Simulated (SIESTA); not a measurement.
## NaCl under changes of volume

One of the cells (21.478 Å³/atom); the others are scaled copies at fixed shape and fractional positions:

```
CELL_PARAMETERS angstrom
3.50219 0.00000 0.00000
0.00000 3.50219 0.00000
0.00000 0.00000 3.50219
ATOMIC_POSITIONS crystal
Cl 0.50000 0.50000 0.50000
Na 0.00000 0.00000 0.00000
```

Measurements of this composition are mostly on another form, of space group No. 225.

```yaml
Program: SIESTA 5.4.2
Functional: LDA
Potentials_or_basis: PseudoDojo 0.4 standard (LDA files)
Basis: DZP (energy shift 0.003 Ry; two zetas on semicore shells)
Grid_cutoff: 800 Ry
Energy_shift: 0.003 Ry
k_mesh: 8 × 8 × 8
Occupations: fermi-dirac, width 0.05 eV
Spin: no spin polarisation
```

```tsv
volume (Å³/atom)	energy over the lowest point (meV/atom)	pressure (GPa)	gap on the mesh (eV)
20.189	0.00	-1.9	3.86
20.619	5.86	-2.5	3.78
21.048	13.19	-3.0	3.71
21.478	21.82	-3.4	3.65
21.907	31.56	-3.8	3.58
22.337	42.31	-4.2	3.52
22.766	?	?	?
```

What does the run at 22.766 Å³/atom give?

Energy over the lowest point 53.93 meV/atom; pressure -4.5 GPa; gap on the mesh 3.47 eV.

Worked out: A Birch-Murnaghan fit of order 3 (a polynomial in V^(-2/3)) to the other rows has no minimum within the range. It gives 53.89 meV/atom at 22.766 Å³/atom, against the run's 53.93, and -dE/dV = -4.5 GPa, against -4.5. A straight line through the other rows of the gap, of slope -3.34 eV per unit of ln V, extrapolates to 3.45 eV, against the run's 3.47.

Energies are extrapolated to zero smearing.

Caveats: the basis of atomic orbitals isn't converged, which shifts pressures, moduli and gaps.

A mesh can miss the band edges.
